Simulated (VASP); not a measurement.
**From VASP inputs to Ansatz: PtSe2 (1T (CdI2) bulk)**

INCAR

```
LWAVE = .FALSE.
ENCUT = 520
SIGMA = 0.02
ISIF = 2
NSW = 0
EDIFF = 1E-7
LREAL = .FALSE.
GGA = PE
NELM = 120
IBRION = -1
PREC = Accurate
NBANDS = 18
LASPH = .TRUE.
LCHARG = .FALSE.
ISMEAR = -1
```

KPOINTS

```
KPOINTS created by Atomic Simulation Environment
0
Gamma
12 12 6
0 0 0
```

KPOINTS_OPT

```
special points
8
Reciprocal
0.0000000000 0.0000000000 0.0000000000 1
0.5000000000 0.0000000000 0.0000000000 1
0.3333333333 0.3333333333 0.0000000000 1
0.0000000000 0.0000000000 0.5000000000 1
0.5000000000 0.0000000000 0.5000000000 1
0.3333333333 0.3333333333 0.5000000000 1
0.3000000000 0.3000000000 0.0000000000 1
0.0000000000 0.2500000000 0.3333333333 1
```

POSCAR

```
Pt Se
 1.0000000000000000
     3.7286503664691817   -0.0000000000285391   -0.0000000000000000
    -1.8643251832098753    3.2291059392067378   -0.0000000000000000
    -0.0000000000000000   -0.0000000000000000    5.2771565732265966
 Pt  Se
   1   2
Cartesian
 -0.0000000000000000  0.0000000000000000  0.0000000000000000
  0.0000000000164769  2.1527372927949795  1.2993356843452306
  1.8643251832428294  1.0763686463832198  3.9778208888813680
```

VASP ran with the recommended PBE PAW datasets (22 valence electrons in the cell).

**Question.** Write an Ansatz input for this cell and level of theory.

**Answer.** 

```yaml
crystal:
  lattice:
    - [3.7286503665, 0.0, 0.0]
    - [-1.8643251832, 3.2291059392, 0.0]
    - [0.0, 0.0, 5.2771565732]
  atoms:
    - { symbol: Pt, position: [0.0, 0.0, 0.0] }
    - { symbol: Se, position: [0.3333333333, 0.6666666667, 0.2462188996] }
    - { symbol: Se, position: [0.6666666667, 0.3333333333, 0.7537811004] }
kpoints:
  mp_grid: { grid: [12, 12, 6] }
  band_path:
    path:
      - [[0.0, 0.0, 0.0], [0.5, 0.0, 0.0], [0.3333333333, 0.3333333333, 0.0], [0.0, 0.0, 0.0], [0.0, 0.0, 0.5], [0.5, 0.0, 0.5], [0.3333333333, 0.3333333333, 0.5], [0.0, 0.0, 0.5]]
      - [[0.5, 0.0, 0.5], [0.5, 0.0, 0.0]]
      - [[0.3333333333, 0.3333333333, 0.0], [0.3333333333, 0.3333333333, 0.5]]
    npoints: 10
hamiltonian:
  xc: pbe
scf:
  occupations: { method: fermi_dirac, width: 0.02 }
  n_extra_bands: 4
output:
  forces: true
  stress: true
  eigenvalues: true
```

Other inputs would serve too.

|  | VASP | Ansatz |
| --- | --- | --- |
| gap between bands v and c | -0.17 eV (bands overlap: a metal) | -0.16 eV (bands overlap: a metal) |
| least direct gap | 0.59 eV | 0.59 eV |
| pressure | 3.7 GPa | 3.8 GPa |
| largest force | 0.17 eV/Å | 0.17 eV/Å |

Datasets and cutoffs are each program's own. VASP's cell holds 22 valence electrons and Ansatz's 50. Ansatz's stress includes a Pulay correction; VASP's doesn't. Ansatz solved a whole band path, VASP its corner points and band edges.
